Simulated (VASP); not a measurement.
# GaN: relaxation of cell and atoms with HSE06

Crystal: GaN.

```
Ga N
1.0
     0.00000    2.25000    2.25000
     2.25000    0.00000    2.25000
     2.25000    2.25000    0.00000
Ga N
1 1
Cartesian
  0.0000 0.0000 0.0000
  1.1250 1.1250 1.1250
```

The cell was built by a generator and needn't be a form met in nature.

| Quantity | Value |
| --- | --- |
| Program | VASP 6.6.1 |
| Task | relaxation of cell and atoms |
| Functional | HSE06 |
| Potentials or basis | VASP PAW PBE potentials, release 64 (Ga_d, N) |
| Cutoff | 600 eV |
| k mesh | 8 × 8 × 8 |
| Occupations | fermi-dirac, width 0.05 eV |
| Spin | no spin polarisation |
| Grid for exact exchange (PRECFOCK) | Fast |
| Screening parameter | 0.2 1/A |
| Further INCAR settings | ALGO = Normal; EDIFF = 1e-06; IBRION = 2; EDIFFG = -0.02; NSW = 60; ISIF = 3 |

- Relaxed volume: 11.36 Å³/atom
- Relaxed cell: a = 3.179 Å, b = 3.179 Å, c = 3.179 Å, α = 60.00°, β = 60.00°, γ = 60.00°
- Space group after relaxing (to 0.05 Å): F-43m (No. 216)
- Energy gained by relaxing: 0.0 meV/atom
- Ionic steps: 3
- Pressure after relaxing: 0.0 GPa
- Band gap on the k mesh: 3.05 eV, direct

Final structure:
```
CELL_PARAMETERS angstrom
0.00000 2.24794 2.24794
2.24794 0.00000 2.24794
2.24794 2.24794 0.00000
ATOMIC_POSITIONS crystal
Ga 0.00000 0.00000 0.00000
N 0.25000 0.25000 0.25000
```

Levels at points of the mesh, in eV from the valence-band top:
```
           k point  band 5  band 6  band 7  band 8  band 9  band 10  band 11  band 12  band 13
(0.00, 0.00, 0.00)  -15.26  -15.26    0.00    0.00    0.00     3.05    11.99    11.99    11.99
(0.50, 0.00, 0.00)  -15.21  -13.61   -7.60   -1.05   -1.05     6.16    10.48    11.97    11.97
(0.50, 0.50, 0.00)  -15.18  -13.06   -6.60   -2.94   -2.94     4.48     8.22    13.66    16.14
```

Run time: 64 min on 1 thread of Intel(R) Xeon(R) 6975P-C (Granite Rapids), with other jobs on the host, peak memory 0.31 GiB.

Caveat: the PAW data sets were made with another functional, which shifts forces and pressure a little.
